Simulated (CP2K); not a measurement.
Runs of CP2K 2026.2 on K. The structure is cubic, space group Im-3m (No. 229). Conventional cell: a = 5.395 Å, b = 5.395 Å, c = 5.395 Å, α = 90.00°, β = 90.00°, γ = 90.00°. 

| level | cutoff of the non-local correlation (Ry) | gap on the mesh (eV) | pressure (GPa) |
| --- | --- | --- | --- |
| WC | - | none | -0.3 |
| optB88-vdW | 300 | none | -0.5 |
| LDA | - | none | -0.6 |
| PW91 | - | none | (a) |
| PBEsol | - | none | -0.3 |

Alike in all rows: task band structure; potentials or basis POTENTIAL_UZH K GTH-PBE-q9; TZVP-MOLOPT-PBE-GTH basis; no spin polarisation; cell as given; k mesh 7 × 7 × 7; smearing fermi-dirac 0.05 eV.

Task: Estimate the missing entries.

Result: (a) -0.2.

Caveats: the potentials were made for another functional, which shifts forces and pressure; the basis of atomic orbitals isn't converged, which shifts pressures, moduli and gaps.

A gap of «none» marks a metal or a gap under the smearing width.
